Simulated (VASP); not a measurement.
Here is a VASP 6.6.1 calculation.

File INCAR:

```
PREC = Accurate
ENCUT = 520
EDIFF = 1E-6
ISMEAR = 0
SIGMA = 0.05
LREAL = F
LASPH = T
NELM = 100
ALGO = Fast
ISIF = 2
LWAVE = F
LCHARG = F
NBANDS = 30
```

The input KPOINTS:

```
regular mesh
0
Gamma
  14 14 4
```

File POSCAR:

```
La
1.0
    3.5890272254      0.0000000000      0.0000000000
   -1.7945136127      3.1081887521      0.0000000000
    0.0000000000      0.0000000000     11.5411063667
La
4
Direct
    0.0000000000      0.0000000000      0.0000000000
    0.0000000000      0.0000000000      0.5000000000
    0.3333333333      0.6666666667      0.2500000000
    0.6666666667      0.3333333333      0.7500000000
```

Potentials or basis: VASP PAW LDA potentials, release 64 (La).

Command:

```console
$ cat potpaw_LDA.64/La/POTCAR > POTCAR
$ mpirun -np 1 vasp_std > vasp.out
```

(1) What does it give for the band gap on the k mesh?

(2) Predict the pressure.

Results:

(1) none (metal or under the smearing width).

(2) -0.1 GPa.
